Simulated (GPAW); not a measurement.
Crystal: TiC.

```xyz
2
Lattice="0.0000 2.1657 2.1657 2.1657 0.0000 2.1657 2.1657 2.1657 0.0000" Properties=species:S:1:pos:R:3 pbc="T T T"
Ti    0.0000    0.0000    0.0000
C     2.1657    2.1657    2.1657
```

The cell is a database's computed one.

| Property | Result |
| --- | --- |
| Program | GPAW 26.7.0 |
| Task | relaxation of cell and atoms |
| Functional | PBEsol |
| Dispersion | D3 |
| Potentials or basis | PAW data sets generated in the run's folder for this functional |
| Cutoff | 800 eV |
| Basis | pw |
| k mesh | 11 × 11 × 11 |
| Occupations | fermi-dirac, width 0.05 eV |
| Spin | no spin polarisation |

At the start: pressure -9.9 GPa; volume 10.16 Å³/atom.

Where does the relaxation end?

Over 3 steps the energy falls by 10.9 meV/atom and the volume is 9.76 Å³/atom (-3.9 %); space group Fm-3m (No. 225, to 0.05 Å).

The path:
| step | energy change (eV) | largest force (eV/Å) | pressure (GPa) | volume (Å³) |
| --- | --- | --- | --- | --- |
| 1 | 0.0000 | 0.0000 | -9.89 | 20.32 |
| 2 | -0.0131 | 0.0000 | -6.62 | 20.04 |
| 3 | -0.0218 | 0.0000 | 0.28 | 19.53 |

Final structure:
```
CELL_PARAMETERS angstrom
0.00000 2.13732 2.13732
2.13732 0.00000 2.13732
2.13732 2.13732 0.00000
ATOMIC_POSITIONS crystal
Ti 0.00000 0.00000 0.00000
C 0.50000 0.50000 0.50000
```

Caveat: later steps reuse the first step's grids; pairwise dispersion overbinds metals, which lowers pressure and volume.
